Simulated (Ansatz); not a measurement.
**SiGe3: one candidate of a structure search**

Aim: relax a trial structure of SiGe3 and see where it ends.

Method: DFT PBE, scalar-relativistic, plane waves, PAW, in Ansatz 0.2.0.

**1. The starting structure**

The structure is tetragonal, space group I4/mmm (No. 139). The conventional cell has a = 4.180 Å, b = 4.180 Å, c = 8.361 Å, α = 90.00°, β = 90.00°, γ = 90.00°. Around Si (site symmetry 4/mmm) lie 12 Ge at 2.96 Å. Around Ge (site symmetry 4/mmm) lie 8 Ge at 2.96 Å and 4 Si at 2.96 Å. Around Ge (site symmetry -4m2) lie 4 Si at 2.96 Å and 8 Ge at 2.96 Å.

As a file:

```cif
data_structure
_symmetry_space_group_name_H-M 'I4/mmm'
_symmetry_Int_Tables_number 139
_cell_length_a 4.1803
_cell_length_b 4.1803
_cell_length_c 8.3606
_cell_angle_alpha 90.000
_cell_angle_beta 90.000
_cell_angle_gamma 90.000
_cell_volume 146.10
loop_
_atom_site_label
_atom_site_type_symbol
_atom_site_symmetry_multiplicity
_atom_site_Wyckoff_symbol
_atom_site_fract_x
_atom_site_fract_y
_atom_site_fract_z
_atom_site_occupancy
Si1 Si 2 b 0.50000 0.50000 0.00000 1
Ge1 Ge 2 a 0.00000 0.00000 0.00000 1
Ge2 Ge 4 d 0.00000 0.50000 0.25000 1
```

The start is an ordering of an alloy on its end members' structure types: elements ordered on the sites of the Mo type, Si/Ge on Mo (I4/mmm, No. 139).

**2. A first look at the guess**

Contents of input.yaml:

```yaml
crystal:
  lattice:
    - [-2.09013849, 2.09013849, 4.18027697]
    - [2.09013849, -2.09013849, 4.18027697]
    - [2.09013849, 2.09013849, -4.18027697]
  atoms:
    - { symbol: Si, position: [0.5, 0.5, 0.0] }
    - { symbol: Ge, position: [0.0, 0.0, 0.0] }
    - { symbol: Ge, position: [0.75, 0.25, 0.5] }
    - { symbol: Ge, position: [0.25, 0.75, 0.5] }
basis:
  ecutwfc: 420
kpoints:
  mp_grid: { grid: [6, 6, 6] }
hamiltonian:
  xc: pbe
scf:
  occupations: { method: gaussian, width: 0.1 }
  lower_state_search: "off"
output:
  forces: true
  stress: true
  eigenvalues: true
```

Launch:

```sh
ansatz run input.yaml --threads 1 --pin off --max-ram 2560MiB --backend cpu --events-out ev --progress --plain --runs-dir out
```

Further runs follow: relaxation on the finer mesh.

What does the calculation give? Wanted: conventional cell; volume; energy over the elements; gap on the mesh.

**Answer**, as computed:

| quantity | value |
| --- | --- |
| symmetry at the end (tolerance 0.05 Å) | space group I4/mmm (No. 139) |
| conventional cell | a = 3.973 Å, b = 3.973 Å, c = 9.382 Å, α = 90.00°, β = 90.00°, γ = 90.00° |
| volume | 18.51 Å³/atom |
| energy over the elements | +0.43 eV/atom |
| gap on the mesh | none (metal) |

In words: The space group I4/mmm (No. 139) is kept, and the volume per atom grows by 1.3 % from the first guess. The formation energy is positive, so the separate elements lie lower. No finished test with a distortion of lower symmetry is shown, so the end may be a saddle point.
